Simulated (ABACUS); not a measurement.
# Sb (R-3m) in ABACUS: further runs

The runs below take Sb through relaxation of cell and atoms, single point, with PBE, r2SCAN.

All numbers are computed with ABACUS 3.10.1; they aren't measurements. Logs are shortened: lines on timing, memory, paths and dates and some standing lists are left out, and cuts for length are marked.

### 1 Starting point

The structure is trigonal, space group R-3m (No. 166). Conventional cell: a = 4.308 Å, b = 4.308 Å, c = 11.274 Å, α = 90.00°, β = 90.00°, γ = 120.00°. Sb (site symmetry 3m) is surrounded by 3 Sb at 2.91 Å.

### 2 Relaxation of cell and atoms, PBE

Input file run_abacus.py:

```python
"""Relaxation by an ASE optimiser with ABACUS as a small file-based calculator."""
import re
import subprocess
import numpy as np
from ase.calculators.calculator import Calculator, all_changes
from ase.filters import FrechetCellFilter
from ase.io import read
from ase.optimize import BFGS
from ase.stress import full_3x3_to_voigt_6_stress
from ase.units import Bohr, GPa

atoms = read("Sb.cif")
atoms = atoms[(-atoms.numbers).argsort(kind="stable")]  # ABACUS lists atoms element by element
pseudo = {'Sb': 'sb_pbe_v1.4.uspp.F.UPF'}
orbital = {}
magmoms = None
kmesh = [6, 6, 6]
params = {
    'suffix': 'Sb',
    'calculation': 'scf',
    'basis_type': 'pw',
    'pseudo_dir': './',
    'symmetry': 1,
    'dft_functional': 'pbe',
    'ecutwfc': 55,
    'pseudo_rcut': 10,
    'nspin': 1,
    'nbands': 19,
    'ks_solver': 'dav',
    'smearing_method': 'fd',
    'smearing_sigma': 0.00367493,
    'scf_thr': 1e-08,
    'scf_nmax': 100,
    'mixing_type': 'broyden',
    'mixing_beta': 0.7,
    'cal_force': 1,
    'cal_stress': 1,
    'ecutrho': 440,
    'kpar': 4,
}

def write_input(atoms):
    symbols = atoms.get_chemical_symbols()
    elements = list(dict.fromkeys(symbols))
    lines = ["ATOMIC_SPECIES"] + [f"{e} {atoms.get_masses()[symbols.index(e)]:.4f} {pseudo[e]}" for e in elements]
    if orbital:
        lines += ["", "NUMERICAL_ORBITAL"] + [orbital[e] for e in elements]
    lines += ["", "LATTICE_CONSTANT", f"{1 / Bohr:.10f}", "", "LATTICE_VECTORS"]
    lines += [" ".join(f"{x:.10f}" for x in v) for v in atoms.cell]
    lines += ["", "ATOMIC_POSITIONS", "Direct"]
    for e in elements:
        lines += ["", e, "0.0", str(symbols.count(e))]
        for i, p in enumerate(atoms.get_scaled_positions(wrap=False)):
            if symbols[i] == e:
                mag = "" if magmoms is None else " mag " + " ".join(str(x) for x in (magmoms[i] if isinstance(magmoms[i], list) else [magmoms[i]]))
                lines.append(" ".join(f"{x:.10f}" for x in p) + " 1 1 1" + mag)
    open("STRU", "w").write("\n".join(lines) + "\n")
    open("KPT", "w").write("K_POINTS\n0\nGamma\n%d %d %d 0 0 0\n" % tuple(kmesh))
    open("INPUT", "w").write("INPUT_PARAMETERS\n" + "".join(f"{k:<20s}{v}\n" for k, v in params.items()))

class Abacus(Calculator):
    implemented_properties = ["energy", "free_energy", "forces", "stress"]

    def calculate(self, atoms=None, properties=("energy",), system_changes=all_changes):
        super().calculate(atoms, properties, system_changes)
        write_input(self.atoms)
        subprocess.run(['mpirun', '-np', '4', 'abacus'], check=True)
        log = open("OUT.Sb/running_scf.log").read()
        if "charge density convergence is achieved" not in log:
            raise RuntimeError("SCF not converged")
        rows = lambda title, n: np.array([l.split()[-3:] for l in log.split(title)[-1].split("\n")[2:2 + n]], float)
        energy = float(re.findall(r"FINAL_ETOT_IS (\S+)", log)[-1])
        stress = -rows("TOTAL-STRESS", 3) / 10 * GPa  # ABACUS prints kbar, compression positive
        self.results = dict(energy=energy, free_energy=energy, forces=rows("TOTAL-FORCE", len(self.atoms)), stress=full_3x3_to_voigt_6_stress(stress))

atoms.calc = Abacus()
opt = BFGS(FrechetCellFilter(atoms), logfile="opt.log", trajectory="relax.traj")
print("optimiser converged:", opt.run(fmax=0.03, steps=60))
```

Input file Sb.cif:

```cif
data_Sb
_cell_length_a 4.50666183
_cell_length_b 4.50666183
_cell_length_c 4.50666183
_cell_angle_alpha 57.11017317
_cell_angle_beta 57.11017317
_cell_angle_gamma 57.11017317
_space_group_name_H-M_alt 'P1'
_space_group_name_Hall 'P 1'
_space_group_IT_number 1
loop_
_space_group_symop_operation_xyz
'x,y,z'
loop_
_atom_site_label
_atom_site_type_symbol
_atom_site_symmetry_multiplicity
_atom_site_Wyckoff_symbol
_atom_site_fract_x
_atom_site_fract_y
_atom_site_fract_z
_atom_site_occupancy
Sb1 Sb 1 a 0.7665100000 0.7665100000 0.7665100000 1
Sb2 Sb 1 a 0.2334900000 0.2334900000 0.2334900000 1
```

Potentials or basis: SSSP 1.3 efficiency PBE, plane waves.

On the command line:

```bash
$ OMP_NUM_THREADS=1 python run_abacus.py > log
```

running log:

```text
ABACUS v3.10.1

               Atomic-orbital Based Ab-initio Computation at UStc

 ------------------------------------------------------------------------------------

 READING GENERAL INFORMATION
                           global_out_dir = OUT.Sb/
                           global_in_card = INPUT
                               pseudo_dir = ./
                              orbital_dir =
                                    DSIZE = 4
                                    GSIZE = 1

 READING UNITCELL INFORMATION
                                    ntype = 1
                  lattice constant (Bohr) = 1.88973
              lattice constant (Angstrom) = 1

 READING ATOM TYPE 1
                               atom label = Sb
                      L=0, number of zeta = 1
                      L=1, number of zeta = 1
                      L=2, number of zeta = 1
             number of atom for this type = 2

                        TOTAL ATOM NUMBER = 2
DIRECT COORDINATES
    atom                   x                   y                   z     mag                  vx                  vy                  vz
taud_Sb1            0.7687190941        0.7687190941        0.7687190941  0.0000        0.0000000000        0.0000000000        0.0000000000
taud_Sb2            0.2312809059        0.2312809059        0.2312809059  0.0000        0.0000000000        0.0000000000        0.0000000000

                          Volume (Bohr^3) = 434.074
                             Volume (A^3) = 64.323

 Lattice vectors: (Cartesian coordinate: in unit of a_0)
             +4.62971          +0.0289214          +0.0200243
             +2.53834            +3.87194          +0.0200243
             +2.53834            +1.38137             +3.6172
 Reciprocal vectors: (Cartesian coordinate: in unit of 2 pi/a_0)
            +0.217308           -0.141953          -0.0982837
          -0.00119636           +0.259561          -0.0982837
          -0.00119636        -0.000651061           +0.277545
 The esolver type has been set to : ksdft_pw

                PAO radial cut off (Bohr) = 10

 Read in pseudopotential file is sb_pbe_v1.4.uspp.F.UPF
                     pseudopotential type = US
          exchange-correlation functional = PBE
                 nonlocal core correction = 1
                        valence electrons = 15
                                     lmax = 2
                           number of zeta = 3
                     number of projectors = 6
                           L of projector = 0
                           L of projector = 0
                           L of projector = 1
                           L of projector = 1
                           L of projector = 2
                           L of projector = 2
     initial pseudo atomic orbital number = 18

 SETUP THE ELECTRONS NUMBER
            electron number of element Sb = 15
      total electron number of element Sb = 30
            AUTOSET number of electrons:  = 30
                           occupied bands = 15
                                   NBANDS = 19
                                   NLOCAL = 18

%%%%%%%%%%%%%%%%%%%%%%%%%%%%%%%%%%%%%%%%%%%%%%%%%%%%%%%%%%%%%%%%%%%%%%%%%%%%%%%%%%%%%%%%%%%%%%%%%%%%%%%%%%
 Warning: the number of valence electrons in pseudopotential > 5 for Sb: [Kr] 4d10 5s2 5p3
 Pseudopotentials with additional electrons can yield (more) accurate outcomes, but may be less efficient.
 If you're confident that your chosen pseudopotential is appropriate, you can safely ignore this warning.
%%%%%%%%%%%%%%%%%%%%%%%%%%%%%%%%%%%%%%%%%%%%%%%%%%%%%%%%%%%%%%%%%%%%%%%%%%%%%%%%%%%%%%%%%%%%%%%%%%%%%%%%%%

 SETUP THE PLANE WAVE BASIS
 energy cutoff for charge/potential (unit:Ry) = 220
            fft grid for charge/potential = [ 45, 45, 45 ]
                        fft grid division = [ 1, 1, 1 ]
        big fft grid for charge/potential = [ 60, 60, 60 ]
                                     nbxx = 216000
                                     nrxx = 91125

 SETUP PLANE WAVES FOR CHARGE/POTENTIAL
                    number of plane waves = 23975
                         number of sticks = 1123

 PARALLEL PW FOR CHARGE/POTENTIAL
     PROC   COLUMNS(POT)             PW
        1           1123          23975
 --------------- sum -------------------
        1           1123          23975
                            number of |g| = 1763
                                  max |g| = 19.8962
                                  min |g| = 0

 energy cutoff for dense charge/potential (unit:Ry) = 440
      fft grid for dense charge/potential = [ 60, 60, 60 ]
[... 71 lines left out ...]
                                   nkstot = 216
                       right hand lattice = 1
(for reciprocal lattice: )
                             BRAVAIS TYPE = 7
                     BRAVAIS LATTICE NAME = 07. Rhombohedral (Trigonal) cell
                                    ibrav = 7
                       right hand lattice = 1
(for k-lattice: )
                             BRAVAIS TYPE = 7
                     BRAVAIS LATTICE NAME = 07. Rhombohedral (Trigonal) cell
                                    ibrav = 7
                       right hand lattice = 1
                        ROTATION MATRICES = 12
                               nkstot_ibz = 32
K-POINTS REDUCTION ACCORDING TO SYMMETRY
     IBZ    DIRECT_X    DIRECT_Y    DIRECT_Z  WEIGHT  ibz2bz
       1  0.00000000  0.00000000  0.00000000  0.0046       0
       2  0.16666667  0.00000000  0.00000000  0.0278       1
       3  0.33333333  0.00000000  0.00000000  0.0278       2
       4  0.50000000  0.00000000  0.00000000  0.0139       3
       5  0.16666667  0.16666667  0.00000000  0.0278       7
       6  0.33333333  0.16666667  0.00000000  0.0556       8
[... 22 lines left out ...]
      29 -0.33333333  0.33333333  0.33333333  0.0278      88
      30  0.50000000  0.50000000  0.33333333  0.0278      93
[... 2 further k points ...]

                               nkstot now = 32
[... K-POINTS DIRECT COORDINATES: 32 rows ...]

           k-point number in this process = 8
       minimum distributed K point number = 8
[... stars of the k points ...]

[... K-POINTS CARTESIAN COORDINATES: 8 rows ...]

[... K-POINTS DIRECT COORDINATES: 8 rows ...]

 SETUP PLANE WAVES FOR WAVE FUNCTIONS
     energy cutoff for wavefunc (unit:Ry) = 55
              fft grid for wave functions = [ 45, 45, 45 ]
                    number of plane waves = 3571
                         number of sticks = 313

 PARALLEL PW FOR WAVE FUNCTIONS
     PROC   COLUMNS(POT)             PW
        1            313           3571
 --------------- sum -------------------
        1            313           3571

 SETUP NONLOCAL PSEUDOPOTENTIALS IN PLANE WAVE BASIS
 Sb non-local projectors:
 projector 1 L=0
 projector 2 L=0
 projector 3 L=1
 projector 4 L=1
 projector 5 L=2
 projector 6 L=2
      TOTAL NUMBER OF NONLOCAL PROJECTORS = 36

 Init Non-Local PseudoPotential table :
 Init Non-Local-Pseudopotential done.

                                     npwx = 3008

 Make real space PAO into reciprocal space.
       max mesh points in Pseudopotential = 771
     dq(describe PAO in reciprocal space) = 0.01
                                    max q = 894

 number of pseudo atomic orbitals for Sb is 3
WARNING: norm of atomic wavefunction # 3 of atomic type Sb is 0.999997, renormalized

 -------------------------------------------
 SELF-CONSISTENT
 -------------------------------------------
                                 init_chg = atomic

 PW ALGORITHM --------------- ION=   1  ELEC=   1--------------------------------

 Density error is 2.09341981025
                          Error Threshold = 0.01
----------------------------------------------------------
     Energy           Rydberg                 eV
----------------------------------------------------------
 E_KohnSham     -369.2790081842      -5024.2986630939
 E_Harris       -394.8747649504      -5372.5467997360
 E_Fermi        0.7907278507         10.7584043370
----------------------------------------------------------
[... 63 lines left out ...]
 Density error is 2.01948035739e-09
                          Error Threshold = 1.64667136567e-10
----------------------------------------------------------
     Energy           Rydberg                 eV
----------------------------------------------------------
 E_KohnSham     -369.9061435424      -5032.8312773824
 E_KS(sigma->0) -369.9060621266      -5032.8301696636
 E_Harris       -369.9058688312      -5032.8275397449
 E_band         -26.4111102476       -359.3415898738
 E_one_elec     -173.5877933687      -2361.7830930603
 E_Hartree      102.5685657194       1395.5169294719
 E_xc           -88.0596176776       -1198.1125641167
 E_Ewald        -210.8271353840      -2868.4503342395
 E_entropy(-TS) -0.0001628316        -0.0022154378
 E_descf        0.0000000000         0.0000000000
 E_exx          0.0000000000         0.0000000000
 E_Fermi        0.6806372795         9.2605452719
----------------------------------------------------------

 charge density convergence is achieved
 final etot is -5032.8312774 eV
 EFERMI = 9.2605452719 eV

 STATE ENERGY(eV) AND OCCUPATIONS    NSPIN == 1
 1/8 kpoint (Cartesian) = 0.0000 0.0000 0.0000 (2963 pws)
       1       -20.0813     0.00925926
       2       -20.0813     0.00925926
       3       -20.0079     0.00925926
       4       -20.0079     0.00925926
       5       -19.9813     0.00925926
       6       -19.9106     0.00925926
[... 104 lines left out ...]
       6       -19.9348       0.111111
[... 11 lines left out ...]
      18        11.9401    5.90582e-25
      19        13.3854    1.65141e-37

[... levels at 2 further k points ...]

------------------------------------------------------------------------------------------
 TOTAL-FORCE (eV/Angstrom)
------------------------------------------------------------------------------------------
                       Sb1        -0.0066898445        -0.0036406216        -0.0025206533
                       Sb2         0.0066898445         0.0036406216         0.0025206533
------------------------------------------------------------------------------------------

----------------------------------------------------------------
 TOTAL-STRESS (KBAR)
----------------------------------------------------------------
         0.8269182998        -0.0381834060        -0.0264370037
        -0.0381834060         0.8763029741        -0.0143870499
        -0.0264370037        -0.0143870499         0.8871212842
----------------------------------------------------------------
 TOTAL-PRESSURE: 0.863448 KBAR

 --------------------------------------------
 !FINAL_ETOT_IS -5032.8312773824491160 eV
 --------------------------------------------
```

Wall time 4.4 min (4 MPI ranks of Intel Xeon Platinum 8488C (Sapphire Rapids), shared host); peak memory 1.2 GiB.

Results:

| Item | Value |
| --- | --- |
| Free energy | -5032.8313 eV |
| Relaxed volume | 32.16 Å³/atom |
| Relaxed cell | a = 4.630 Å, b = 4.630 Å, c = 4.630 Å, α = 56.39°, β = 56.39°, γ = 56.39° |
| Space group after relaxing (to 0.05 Å) | R-3m (No. 166) |
| Energy gained by relaxing | 15.3 meV/atom |
| Ionic steps | 11 |
| Pressure after relaxing | 0.1 GPa |
| Largest force after relaxing | 0.008 eV/Å |
| Band gap on the k mesh | none (metal or under the smearing width) |

Forces in eV/Å, atoms in the order of the input:
```
Sb  -0.007 -0.004 -0.003
Sb   0.007  0.004  0.003
```

The path:
| step | energy change (eV) | largest force (eV/Å) | pressure (GPa) | volume (Å³) |
| --- | --- | --- | --- | --- |
| 1 | 0.0000 | 0.0755 | 2.82 | 60.41 |
| 2 | -0.0107 | 0.0055 | 2.10 | 61.10 |
| 3 | -0.0254 | 0.1591 | 0.18 | 63.24 |
| 4 | -0.0263 | 0.1553 | 0.02 | 63.51 |
| 5 | -0.0288 | 0.0866 | -0.26 | 64.24 |
| 6 | -0.0295 | 0.0226 | -0.18 | 64.37 |
| 7 | -0.0298 | 0.0125 | -0.03 | 64.29 |
| 8 | -0.0299 | 0.0229 | 0.06 | 64.21 |
| 9 | -0.0302 | 0.0277 | 0.14 | 64.14 |
| 10 | -0.0304 | 0.0216 | 0.16 | 64.18 |
| 11 | -0.0306 | 0.0080 | 0.09 | 64.32 |

Final structure:
```
Sb
1.0
     4.62971    0.02892    0.02002
     2.53834    3.87194    0.02002
     2.53834    1.38137    3.61720
Sb
2
Direct
  0.76872 0.76872 0.76872
  0.23128 0.23128 0.23128
```

Spin-orbit coupling is left out, which matters for the levels of Sb. Zero-point motion and thermal expansion aren't in these numbers.

[end of part 1 of 2]
